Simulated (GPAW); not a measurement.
A run of GPAW 26.7.0 is set up as follows.

Contents of run.py:

```python
from ase.eos import EquationOfState
from ase.io import Trajectory, read
from ase.units import GPa
from gpaw import GPAW, PW

atoms = read('BP.cif')

traj = Trajectory('eos.traj', 'w')
volumes, energies = [], []
for x in [0.94, 0.96, 0.98, 1.0, 1.02, 1.04, 1.06]:
    a = atoms.copy()
    a.set_cell(atoms.cell * x**(1 / 3), scale_atoms=True)
    calc = GPAW(mode=PW(800),
                xc={'name': 'vdW-DF2', 'backend': 'libvdwxc'},
                kpts={'size': (10, 10, 10), 'gamma': True},
                occupations={'name': 'fermi-dirac', 'width': 0.05},
                nbands=11,
                convergence={'density': 1e-05, 'energy': 1e-05},
                maxiter=150,
                txt=f'eos-{x:.2f}.txt')
    a.calc = calc
    energies.append(a.get_potential_energy(force_consistent=True))
    volumes.append(a.get_volume())
    calc.write(f'eos-{x:.2f}.gpw')
    traj.write(a)
    print(f'{x:.2f} {volumes[-1]:10.4f} A^3 {energies[-1]:14.6f} eV', flush=True)

v0, e0, B = EquationOfState(volumes, energies, eos='birchmurnaghan').fit()
print(f'V0 = {v0:.4f} A^3, E0 = {e0:.6f} eV, B0 = {B / GPa:.2f} GPa')
```

File BP.cif:

```cif
data_BP
_cell_length_a 3.20885057
_cell_length_b 3.20885057
_cell_length_c 3.20885057
_cell_angle_alpha 60.00000000
_cell_angle_beta 60.00000000
_cell_angle_gamma 60.00000000
_space_group_name_H-M_alt 'P1'
_space_group_name_Hall 'P 1'
_space_group_IT_number 1
loop_
_space_group_symop_operation_xyz
'x,y,z'
loop_
_atom_site_label
_atom_site_type_symbol
_atom_site_symmetry_multiplicity
_atom_site_Wyckoff_symbol
_atom_site_fract_x
_atom_site_fract_y
_atom_site_fract_z
_atom_site_occupancy
P1 P 1 a 0.7500000000 0.7500000000 0.7500000000 1
B1 B 1 a 0.0000000000 0.0000000000 0.0000000000 1
```

Potentials or basis: GPAW PAW data sets (gpaw-data 1.2.1), pw.

Command:

```bash
$ OMP_NUM_THREADS=1 python run.py
```

Q: Predict the bulk modulus.

A: 146 GPa.

Q: What does it give for the pressure derivative of the bulk modulus?

A: 4.0.

Energy against volume, from the lowest point:
```tsv
volume (Å³/atom)	energy (meV/atom)
10.981	71.78
11.214	46.04
11.448	26.52
11.682	12.71
11.915	4.01
12.149	0.00
12.383	0.21
```

Caveat: the PAW data sets were made with another functional, which shifts forces and pressure a little.

**Measured values to compare with.**

“Equation of state of single-crystal cubic boron phosphide”, 2014, arxiv:1407.1677 reports, for a bulk crystal of BP at 300 K: bulk modulus 179 ± 1 GPa.

A measured bulk modulus of BP is 179 GPa (300 K; “Equation of state of single-crystal cubic boron phosphide”, 2014, arxiv:1407.1677); the calculated 146 GPa misses it by -18.5 %. 3 values of this kind are on record (173 to 179 GPa); this one was drawn at random among those near their median, those with a stated uncertainty first. The fit is for a static lattice scaled at fixed shape and fixed fractional positions.
